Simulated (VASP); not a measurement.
Input of a VASP 6.6.1 run:

File INCAR:

```
PREC = Accurate ; ENCUT = 600
EDIFF = 1E-6 ; ISMEAR = 0
SIGMA = 0.03 ; LREAL = False
LASPH = True ; NELM = 80
ALGO = Normal ; ISIF = 3
LWAVE = False ; LCHARG = False
GGA = MK ; LUSE_VDW = True
AGGAC = 0.0 ; PARAM1 = 0.1234
PARAM2 = 0.711357 ; ZAB_VDW = -1.8867
IBRION = 2 ; NSW = 90
EDIFFG = -0.01 ; KPAR = 2
```

Contents of KPOINTS:

```
Automatic mesh
0
Gamma
  9 9 5
```

POSCAR

```
SnS2
1.0
    3.6390000000      0.0000000000      0.0000000000
   -1.8195000000      3.1514664444      0.0000000000
    0.0000000000      0.0000000000      5.8680000000
Sn S
1 2
Direct
    0.0000000000      0.0000000000      0.0000000000
    0.3333333333      0.6666666667      0.2500000000
    0.6666666667      0.3333333333      0.7500000000
```

Potentials or basis: VASP PAW PBE potentials, release 64 (Sn_d, S).

Command:

```sh
$ cat potpaw_PBE.64/Sn_d/POTCAR potpaw_PBE.64/S/POTCAR > POTCAR
$ mpirun -np 2 vasp_std > vasp.out
```

Task: Estimate the space group after relaxing (to 0.05 Å).

Result: P-3m1 (No. 164).

Task: What does it give for the relaxed cell?

Result: a = 3.688 Å, b = 3.688 Å, c = 5.885 Å, α = 90.00°, β = 90.00°, γ = 120.00°.

Task: Predict the band gap on the k mesh.

Result: 1.23 eV, indirect (least direct gap 1.58 eV).

Final structure:
```xyz
3
Lattice="3.6876 0.0000 0.0000 -1.8438 3.1936 0.0000 0.0000 0.0000 5.8846" Properties=species:S:1:pos:R:3 pbc="T T T"
Sn    3.6876    0.0000    5.8846
S     0.0000    2.1291    1.4836
S     1.8438    1.0645    4.4010
```

Caveat: spin-orbit coupling is left out, which moves the levels of the heavy elements; an odd mesh through Γ misses points on the zone boundary, where band edges often lie. Zero-point motion and thermal expansion aren't in these numbers.
